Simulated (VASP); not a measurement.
Set up this calculation in VASP 6.6.1, as the native input.

```yaml
Task: relaxation of cell and atoms
Functional: AM05
Potentials_or_basis: VASP PAW PBE potentials, release 64 (N, B)
Cutoff: 600 eV
k_mesh: 13 × 13 × 13
Occupations: fermi-dirac, width 0.05 eV
Spin: no spin polarisation
Further_INCAR_settings: ALGO = Fast; EDIFF = 1e-06; IBRION = 2; EDIFFG = -0.01; NSW = 40; ISIF = 3
```

The structure of BN lies in POSCAR:

```
BN
1.0
    0.0000000000      1.8130010000      1.8130010000
    1.8130010000      0.0000000000      1.8130010000
    1.8130010000      1.8130010000      0.0000000000
N B
1 1
Direct
    0.2500000000      0.2500000000      0.2500000000
    0.0000000000      0.0000000000      0.0000000000
```

The cell is a database's computed one.

One way to write it, as run:

INCAR

```
PREC = Accurate ; ENCUT = 600
EDIFF = 1E-6 ; ISMEAR = -1
SIGMA = 0.05 ; LREAL = False
LASPH = True ; NELM = 80
ALGO = Fast ; ISIF = 3
LWAVE = False ; LCHARG = False
GGA = AM ; IBRION = 2
NSW = 40 ; EDIFFG = -0.01
```

KPOINTS

```
Automatic mesh
0
Gamma
  13 13 13
```

Potentials or basis: VASP PAW PBE potentials, release 64 (N, B).

Command:

```sh
$ cat potpaw_PBE.64/N/POTCAR potpaw_PBE.64/B/POTCAR > POTCAR
$ mpirun -np 1 vasp_std > vasp.out
```

Results of the run:

The relaxed volume is 5.86 Å³/atom, the relaxed cell is a = 2.549 Å, b = 2.549 Å, c = 2.549 Å, α = 60.00°, β = 60.00°, γ = 60.00° and the space group after relaxing (to 0.05 Å) is F-43m (No. 216). The energy gained by relaxing is 2.2 meV/atom, the ionic steps are 3 and the pressure after relaxing is -0.1 GPa. The band gap on the k mesh is 4.37 eV, indirect (least direct gap 8.78 eV).

Caveat: the PAW data sets were made with another functional, which shifts forces and pressure a little; an odd mesh through Γ misses points on the zone boundary, where band edges often lie.

It took 19 s on 1 thread of Intel(R) Xeon(R) Platinum 8259CL CPU @ 2.50GHz (Skylake/Cascade Lake), on a shared host, peak memory 0.12 GiB.
